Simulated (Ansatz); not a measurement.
**Honeycomb PN monolayer in a perpendicular field**

Wanted: the out-of-plane response of the honeycomb PN monolayer. A positive field points along +c.

Calculated with Ansatz 0.2.0; plane-wave DFT, PBE-D3(BJ), Ansatz PAW.

### 1. Starting point

The cell holds 2 atoms: 1 N and 1 P. Its edges and angles: a = 2.730 Å, b = 2.730 Å, c = 32.760 Å, α = 90.0°, β = 90.0°, γ = 120.0°. Vacuum lies along c.

### 2. Relaxing the slab

The starting cell is a guess, so the in-plane lattice and the atoms are relaxed first, with the slab cut off from its images along the normal.

The input, input.yaml:

```yaml
crystal:
  lattice:
    - [2.73, 0.0, 0.0]
    - [-1.365, 2.3642493523, 0.0]
    - [0.0, 0.0, 32.7599999992]
  atoms:
    - { symbol: "N", position: [0.6666666667, 0.3333333333, 0.4868742369] }
    - { symbol: P, position: [0.3333333333, 0.6666666667, 0.5131257631] }
  periodic: [true, true, false]
kpoints:
  mp_grid: { grid: [12, 12, 1] }
hamiltonian:
  xc: pbe
  dispersion: d3bj
scf:
  occupations: { method: fermi_dirac, width: 0.05 }
  convergence: { dr2_threshold: 1.0e-09 }
relax:
  f_tol: 0.004
  max_steps: 90
  cell: {}
output:
  write_potential: true
  write_density: true
  volumetric_format: npy
```

Started as:

```sh
$ ansatz run input.yaml --threads 2 --pin off --max-ram 3072MiB --backend cpu --events-out ev --progress --plain --runs-dir out
```

Numbers of over 12 decimals in the logs are rounded to 6 here.

The log of the run:

```text
Warning: relax.cell: scf.convergence.dr2_threshold = 1e-9 eV is looser than the 1.69578326586e-10 eV advised for a relaxation that steers and ends on the stress (1e-10 eV for each atom of the cell: 2, times the square of relax.cell.stress_2d_tol = 0.05 N/m over 10.9 Å (the atoms' height at the walk's start and 5 Å past either face), 4.604e-2 GPa, over a crystal's default 0.05). What an SCF threshold leaves in a stress goes as its square root, and in the free energy as the threshold itself, and one threshold admits the most on a small cell: [figures from the program's tests cut] Set scf.convergence.dr2_threshold to 1.69578326586e-10 eV or tighter. [rest of the remark cut]
Engine: ansatz 0.2.0, aarch64-unknown-linux-gnu
Pseudopotentials: kind: paw
Pseudopotential: N, paw, valence charge 5, recommended cutoff 420 eV (normal), N.paw.azcp
Pseudopotential: P, paw, valence charge 5, recommended cutoff 420 eV (normal), P.paw.azcp
Functional definition: PBE
  parameter kappa = 0.804
  parameter beta = 0.066725
  exchange = pbe_x(kappa = kappa, mu = beta*pi^2/3)
  correlation = pbe_c(beta = beta)
Crystal: 2 atoms, lattice volume = 211.446 Å³
Basis set: ecut = 420 eV, 4159 PW (Γ), exchange–correlation on 40×40×450 points (8 copies of the dense FFT grid, shifted against one another)
Bands: 9, of which v1, the nominal top of the filled ones, is band 5 counted from 1 (4 counted from 0)
Symmetry: 6 space group operations
Space group: P3m1 (ITA 156), of the structure as read, at distance tolerance 6.0e-5 Å
k-points: 19 of 144 (time reversal used)
Non-local potential: N, projectors of the file, l = 0: 2, l = 1: 2, l = 2: 1
Non-local potential: P, projectors of the file, l = 0: 2, l = 1: 2, l = 2: 2
PAW form: soft (Blöchl's): semilocal exchange-correlation on the pseudo side does not see the compensation charge
PAW one-centre angular grid: N, 110 points (default); XC on 64 Gauss nodes
PAW one-centre angular grid: P, 110 points (default); XC on 64 Gauss nodes
Initial density: superposition of atomic densities (neutral atoms: chi_scale 0, normalization atom), corrected by the library's trained network
Initial wavefunctions: pseudopotential atomic-orbital guess
Functional: x = pbe(κ = 0.804, μ = 0.219515), c = pbe(β = 0.066725)
SCF iter   1: F=—  HF=-1139.386773 eV  |F-HF|=—  |Δ(HF+E_count)|=         —  Δρ=3.74e-3  dr2=5.96e-2  ethr=1.77e-3  ⟨swp⟩=12.3  Hψ=2300  notcnv=0
preconditioner: auto → none  [insulator: Δε(μ)=1.846 eV  Ē_g=13.824 eV  σ=0.050 eV  W_gap=1.00  n_scr=16 (ndim 8)  ℏωp=8.1 eV  f_vac=0.834  D(μ)=0.00/eV (n_scr^D=0)  ε∞_Penn≈1.3]
SCF iter   2: F=—  HF=-1139.398684 eV  |F-HF|=—  |Δ(HF+E_count)|=   1.19e-2  Δρ=4.59e-3  dr2=1.29e-1  ethr=5.96e-4  ⟨swp⟩=4.9  Hψ=645  notcnv=0
SCF iter   3: F=—  HF=-1139.376930 eV  |F-HF|=—  |Δ(HF+E_count)|=   2.18e-2  Δρ=1.50e-3  dr2=5.10e-3  ethr=5.96e-4  ⟨swp⟩=4.6  Hψ=509  notcnv=0  defer=1
SCF iter   4: F=—  HF=-1139.377130 eV  |F-HF|=—  |Δ(HF+E_count)|=   2.00e-4  Δρ=3.39e-4  dr2=2.63e-4  ethr=5.10e-5  ⟨swp⟩=3.9  Hψ=493  notcnv=0
SCF iter   5: F=—  HF=-1139.377215 eV  |F-HF|=—  |Δ(HF+E_count)|=   8.44e-5  Δρ=1.09e-4  dr2=3.96e-5  ethr=2.63e-6  ⟨swp⟩=3.2  Hψ=371  notcnv=0
SCF iter   6: F=—  HF=-1139.377218 eV  |F-HF|=—  |Δ(HF+E_count)|=   3.28e-6  Δρ=2.03e-5  dr2=2.45e-6  ethr=3.96e-7  ⟨swp⟩=2.8  Hψ=288  notcnv=0
SCF iter   7: F=—  HF=-1139.377218 eV  |F-HF|=—  |Δ(HF+E_count)|=   5.32e-7  Δρ=5.09e-6  dr2=3.15e-8  ethr=2.45e-8  ⟨swp⟩=3.4  Hψ=325  notcnv=0
SCF iter   8: F=—  HF=-1139.377208 eV  |F-HF|=—  |Δ(HF+E_count)|=   9.94e-6  Δρ=9.85e-7  dr2=1.46e-9  ethr=3.15e-10  ⟨swp⟩=3.5  Hψ=351  notcnv=0
SCF iter   9: F=-1139.377208 eV  HF=-1139.377208 eV  |F-HF|=2.01e-10  |Δ(HF+E_count)|=   3.21e-9  Δρ=1.56e-7  dr2=1.08e-10  ethr=1.00e-11  ⟨swp⟩=12.5  Hψ=1244  notcnv=0
SCF 1 converged in 9 iterations: F = -1139.377208 eV  dr2 = 1.08e-10
  greatest PAW one-centre occupation: 0.811 electrons in one spin orbital (limit 2), on the N atom at site 0 (counted from 0), in its partial waves of l = 0
relax step   1: F+E_penalty+E_count = -1139.37720842 eV  Δ(F+E_penalty+E_count) = +0.000e0 eV  max|allowed force component| = 1.253e-1 eV/Å  Δτ_max = 0.0000 Å  P = -0.813 N/m  Ω = 211.446 Å³  fix = [c, alpha, beta]  reactions: c -0.000 N/m  (9 SCF iters, accepted)
Crystal: 2 atoms, lattice volume = 209.797 Å³
Basis set: ecut = 420 eV, 4123 PW (Γ), exchange–correlation on 40×40×450 points (8 copies of the dense FFT grid, shifted against one another)
Initial density: handed on by an earlier stage of this run
Initial wavefunctions: those handed on with the density
iter 1 solved again at ethr=1.39e-5 eV; its pass at ethr=3.10e-3 eV (dr2=1.39e-3 eV) is discarded
SCF iter   1: F=—  HF=-1139.380087 eV  |F-HF|=—  |Δ(HF+E_count)|=         —  Δρ=4.91e-4  dr2=1.45e-3  ethr=1.39e-5  ⟨swp⟩=3.2  Hψ=1962  notcnv=0
preconditioner: auto → none  [insulator: Δε(μ)=1.846 eV  Ē_g=14.046 eV  σ=0.050 eV  W_gap=1.00  n_scr=16 (ndim 8)  ℏωp=8.1 eV  f_vac=0.837  D(μ)=0.00/eV (n_scr^D=0)  ε∞_Penn≈1.3]
SCF iter   2: F=—  HF=-1139.380335 eV  |F-HF|=—  |Δ(HF+E_count)|=   2.47e-4  Δρ=7.23e-4  dr2=3.45e-3  ethr=1.39e-5  ⟨swp⟩=3.0  Hψ=377  notcnv=0  recentre
SCF iter   3: F=—  HF=-1139.379790 eV  |F-HF|=—  |Δ(HF+E_count)|=   5.45e-4  Δρ=2.45e-4  dr2=1.76e-4  ethr=1.39e-5  ⟨swp⟩=3.6  Hψ=352  notcnv=0
SCF iter   4: F=—  HF=-1139.379752 eV  |F-HF|=—  |Δ(HF+E_count)|=   3.81e-5  Δρ=6.57e-5  dr2=3.53e-6  ethr=1.76e-6  ⟨swp⟩=3.1  Hψ=288  notcnv=0
SCF iter   5: F=—  HF=-1139.379750 eV  |F-HF|=—  |Δ(HF+E_count)|=   1.40e-6  Δρ=1.08e-5  dr2=1.09e-7  ethr=3.53e-8  ⟨swp⟩=3.6  Hψ=357  notcnv=0
SCF iter   6: F=—  HF=-1139.379742 eV  |F-HF|=—  |Δ(HF+E_count)|=   8.15e-6  Δρ=4.82e-6  dr2=1.61e-8  ethr=1.09e-9  ⟨swp⟩=3.0  Hψ=316  notcnv=0
SCF iter   7: F=-1139.379742 eV  HF=-1139.379742 eV  |F-HF|=1.41e-10  |Δ(HF+E_count)|=   9.13e-9  Δρ=4.99e-7  dr2=3.95e-10  ethr=1.00e-11  ⟨swp⟩=10.9  Hψ=1480  notcnv=0
SCF 2 converged in 7 iterations: F = -1139.379742 eV  dr2 = 3.95e-10
  greatest PAW one-centre occupation: 0.812 electrons in one spin orbital (limit 2), on the N atom at site 0 (counted from 0), in its partial waves of l = 0
relax step   2: F+E_penalty+E_count = -1139.37974227 eV  Δ(F+E_penalty+E_count) = -2.534e-3 eV  max|allowed force component| = 5.086e-2 eV/Å  Δτ_max = 0.0053 Å  P = -0.267 N/m  Ω = 209.797 Å³  energy of the carried Pulay correction = +4.347e-4 eV  fix = [c, alpha, beta]  reactions: c -0.000 N/m  (7 SCF iters, accepted)
Crystal: 2 atoms, lattice volume = 209.496 Å³
iter 1 solved again at ethr=3.24e-7 eV; its pass at ethr=3.10e-3 eV (dr2=3.24e-5 eV) is discarded
SCF iter   1: F=—  HF=-1139.379957 eV  |F-HF|=—  |Δ(HF+E_count)|=         —  Δρ=1.10e-4  dr2=3.09e-5  ethr=3.24e-7  ⟨swp⟩=3.6  Hψ=1862  notcnv=0
preconditioner: auto → none  [insulator: Δε(μ)=1.859 eV  Ē_g=14.045 eV  σ=0.050 eV  W_gap=1.00  n_scr=16 (ndim 8)  ℏωp=8.1 eV  f_vac=0.837  D(μ)=0.00/eV (n_scr^D=0)  ε∞_Penn≈1.3]
SCF iter   2: F=—  HF=-1139.379960 eV  |F-HF|=—  |Δ(HF+E_count)|=   3.12e-6  Δρ=1.03e-4  dr2=5.98e-5  ethr=3.09e-7  ⟨swp⟩=2.1  Hψ=266  notcnv=0
SCF iter   3: F=—  HF=-1139.379951 eV  |F-HF|=—  |Δ(HF+E_count)|=   8.98e-6  Δρ=2.66e-5  dr2=4.50e-6  ethr=3.09e-7  ⟨swp⟩=3.2  Hψ=283  notcnv=0
SCF iter   4: F=—  HF=-1139.379951 eV  |F-HF|=—  |Δ(HF+E_count)|=   3.88e-7  Δρ=8.48e-6  dr2=1.12e-7  ethr=4.50e-8  ⟨swp⟩=2.8  Hψ=290  notcnv=0
SCF iter   5: F=—  HF=-1139.379942 eV  |F-HF|=—  |Δ(HF+E_count)|=   9.09e-6  Δρ=1.29e-6  dr2=3.31e-9  ethr=1.12e-9  ⟨swp⟩=2.9  Hψ=342  notcnv=0
SCF iter   6: F=-1139.379942 eV  HF=-1139.379942 eV  |F-HF|=5.55e-11  |Δ(HF+E_count)|=  7.30e-10  Δρ=2.83e-7  dr2=1.40e-10  ethr=1.00e-11  ⟨swp⟩=12.3  Hψ=1261  notcnv=0
SCF 3 converged in 6 iterations: F = -1139.379942 eV  dr2 = 1.40e-10
relax step   3: F+E_penalty+E_count = -1139.37994165 eV  Δ(F+E_penalty+E_count) = -1.994e-4 eV  max|allowed force component| = 4.111e-2 eV/Å  Δτ_max = 0.0000 Å  P = -0.136 N/m  Ω = 209.496 Å³  energy of the carried Pulay correction = +5.145e-4 eV  fix = [c, alpha, beta]  reactions: c -0.000 N/m  (6 SCF iters, accepted)
[...]
relax step   4: F+E_penalty+E_count = -1139.38007483 eV  Δ(F+E_penalty+E_count) = -1.332e-4 eV  max|allowed force component| = 3.043e-4 eV/Å  Δτ_max = 0.0008 Å  P = -0.005 N/m  Ω = 209.247 Å³  energy of the carried Pulay correction = +5.805e-4 eV  fix = [c, alpha, beta]  reactions: c -0.000 N/m  (7 SCF iters, accepted)
Initial wavefunctions: pseudopotential atomic-orbital guess (no wavefunctions were taken with the density)
iter 1 solved again at ethr=4.72e-7 eV; its pass at ethr=3.10e-3 eV (dr2=4.72e-5 eV) is discarded
SCF iter   1: F=—  HF=-1139.379530 eV  |F-HF|=—  |Δ(HF+E_count)|=         —  Δρ=1.73e-5  dr2=9.44e-8  ethr=4.72e-7  ⟨swp⟩=5.8  Hψ=3182  notcnv=0
preconditioner: auto → none  [insulator: Δε(μ)=1.857 eV  Ē_g=14.065 eV  σ=0.050 eV  W_gap=1.00  n_scr=16 (ndim 8)  ℏωp=8.1 eV  f_vac=0.837  D(μ)=0.00/eV (n_scr^D=0)  ε∞_Penn≈1.3]
SCF iter   2: F=—  HF=-1139.379522 eV  |F-HF|=—  |Δ(HF+E_count)|=   7.81e-6  Δρ=8.87e-6  dr2=7.54e-8  ethr=9.44e-10  ⟨swp⟩=3.9  Hψ=412  notcnv=0
SCF iter   3: F=—  HF=-1139.379522 eV  |F-HF|=—  |Δ(HF+E_count)|=   5.15e-8  Δρ=6.02e-6  dr2=1.08e-7  ethr=7.54e-10  ⟨swp⟩=3.2  Hψ=292  notcnv=0
SCF iter   4: F=—  HF=-1139.379522 eV  |F-HF|=—  |Δ(HF+E_count)|=  2.11e-11  Δρ=1.77e-6  dr2=3.55e-9  ethr=7.54e-10  ⟨swp⟩=2.8  Hψ=269  notcnv=0
SCF iter   5: F=-1139.379522 eV  HF=-1139.379522 eV  |F-HF|=6.23e-11  |Δ(HF+E_count)|=   2.49e-9  Δρ=3.47e-7  dr2=9.52e-11  ethr=1.00e-11  ⟨swp⟩=13.3  Hψ=1761  notcnv=0
SCF 5 converged in 5 iterations: F = -1139.379522 eV  dr2 = 9.52e-11
relax step   5: F+E_penalty+E_count = -1139.37952245 eV  Δ(F+E_penalty+E_count) = +5.524e-4 eV  max|allowed force component| = 5.123e-4 eV/Å  Δτ_max = 0.0000 Å  P = -0.023 N/m  Ω = 209.247 Å³  fix = [c, alpha, beta]  reactions: c -0.000 N/m  stress off target by 2.25e-2 N/m on what of the cell is left free  SCF on the basis re-selected at this cell (its energy is not comparable with the rows above)  (5 SCF iters)
basis re-selected at this cell: Δ(F+E_penalty+E_count) = +5.524e-4 eV, ΔP = -0.017 N/m vs the last step (what re-selecting the basis moved, of the pressure what is left beyond the Pulay correction that the steps carried, after the strain that the cell walked since its last selection, with what the two solves' SCF thresholds leave and, on support functions, any second-order correction that the steps lacked; it is no m [...]
WARN: The output density's exchange-correlation potential varies sharply where the density is thin. Do not read a vacuum level from v_tot or v_xc, or from such a field of the output density. On a cell that repeats whose density bears no net charge and no dipole along the vacuum's axis use v_es (v_loc + v_h of the components); under efield.dipole_correction with no amplitude use v_es + v_field, which holds any externa [...]
SCF converged after 5 iterations
Free energy (F): -1139.379522 eV
Harris-Foulkes:  -1139.379522 eV  (|F-HF|=6.23e-11)
Internal energy: -1139.379522 eV  (E = F + TS)
E sigma→0 (E₀):  -1139.379522 eV
Fermi energy:    -6.080824 eV
--- Per-component energies (eV) ---
  E_band       = -143.531802
  E_kinetic    = 203.042783
  E_local      = -10746.784015  (includes V_loc(G=0)·N_el)
  E_nonlocal   = 78.981810
  E_hartree    = 5242.545861
  E_xc         = -121.997477
  E_vxc        = -137.687628  (∫ρ·V_xc dr)
  E_paw        = -696.139275  (= ΣΔE_a)
  E_vpaw       = -26.176548  (= ΣTr[D̂ρ^β])
  E_aug_tail   = 0.000093  (compensation charges beyond the density's cutoff)
  E_ewald      = 4901.276410
  E_disp       = -0.305714  (pairwise vdW)
  E_smearing   = -0.000000  (= −TS)
  E_closure    = 0.000000  (closes the sum)
  Σ components = -1139.379522   (vs F -1139.379522, Δ=0.00e0)
--- Forces (eV/Å), atoms counted from 1 ---
  atom   1  N      0.00000000     0.00000000     0.00051071
  atom   2  P     -0.00000000    -0.00000000    -0.00051384
  max |Σ_I F_I| component: 3.13e-6 eV/Å
--- 2D stress c σ (N/m, compression-positive) ---
       -0.022515      -0.000000      -0.000000
       -0.000000      -0.022515      -0.000000
       -0.000000      -0.000000      -0.000000
  P = ½ c Tr σ = -0.0225 N/m
--- Band table (eV; the first three rows and the last of 19) ---
  k-point 0: bands = ["-26.7031", "-14.9582", "-9.3809", "-9.3809", "-7.8339", "-2.2347 (-2.2347°)", "-0.6921", "-0.1596", "-0.1596"]
  k-point 1: bands = ["-26.5599", "-14.8309", "-10.1749", "-9.5695", "-7.6745", "-1.8162 (-1.8162°)", "-0.7183 (-0.7184°)", "-0.3482", "0.0815"]
  k-point 2: bands = ["-26.1364", "-14.5056", "-11.8166", "-10.0330", "-7.4017", "-2.1253", "-0.6941 (-0.6941°)", "0.3489", "0.5899"]
  k-point 18: bands = ["-22.5864", "-17.6016", "-15.3683", "-9.8808", "-7.8801", "-4.6750", "-0.9568", "2.9066", "5.0804"]
  ° read free of the cell's end (the report's vacuum.weakly_bound_levels)
--- Relaxed structure (4 steps of the walk, 4 accepted, 1 SCFs on fresh bases) ---
  F+E_penalty+E_count = -1139.37952245 eV   max|allowed force component| = 5.123e-4 eV/Å   (the final SCF, on the basis selected at the relaxed cell)
  cell:  # Å, volume = 209.2470 Å³
    - [2.715766, 0.0, 0]
    - [-1.357883, 2.351922, 0]
    - [0, 0, 32.7599999992]
  atoms:
    - { symbol: N, position: [0.666667, 0.333333, 0.486739] }
    - { symbol: P, position: [0.333333, 0.666667, 0.513261] }
```

The job ended after 11 s (2 threads of Arm Neoverse V2, shared host; peak memory 0.43 GiB; 22 s of CPU time).

Relaxation path:

| step | energy less that of the first step (eV) | largest force component (eV/Å) | volume (Å³) |
| --- | --- | --- | --- |
| 1 | 0.0000 | 0.1253 | 211.45 |
| 2 | -0.0025 | 0.0509 | 209.80 |
| 3 | -0.0027 | 0.0411 | 209.50 |
| 4 | -0.0029 | 0.0003 | 209.25 |
| 5* | -0.0023 | 0.0005 | 209.25 |

Relaxation steps marked * repeat the geometry before them on a plane-wave basis chosen anew for their cell, so energy and pressure can jump there.

The run keeps the 6 symmetry operations that it works with, so distortions that break them were not tested.

| cell as run | before | after | change |
| --- | --- | --- | --- |
| a (Å) | 2.730 | 2.716 | -0.5 % |
| b (Å) | 2.730 | 2.716 | -0.5 % |

Final coordinates:

```xyz
2
Lattice="2.7158 0.0000 0.0000 -1.3579 2.3519 0.0000 0.0000 0.0000 32.7600" Properties=species:S:1:pos:R:3
N     1.3579    0.7840   15.9456
P     0.0000    1.5679   16.8144
```

Numbers from this step:

| Property | Result |
| --- | --- |
| gap on the k-mesh | 1.857 eV |

The lattice constant a goes from 2.730 to 2.716 Å.

[end of part 1 of 2]

[Logs are printed without paths, hosts, clocks, repeated set-up lines and the standing remarks that a program may print on its own settings, such as how far it seeks lower states.]

[Hosts, paths, dates, database ids (printed as entryN), source tags and the programs' standing remarks are cut or masked in the printed files.]

[Maps of the electrostatic potential energy from Ansatz leave out the sawtooth potential of an applied field or a dipole correction, so their vacuum need not be flat; planar profiles and work functions include it.]
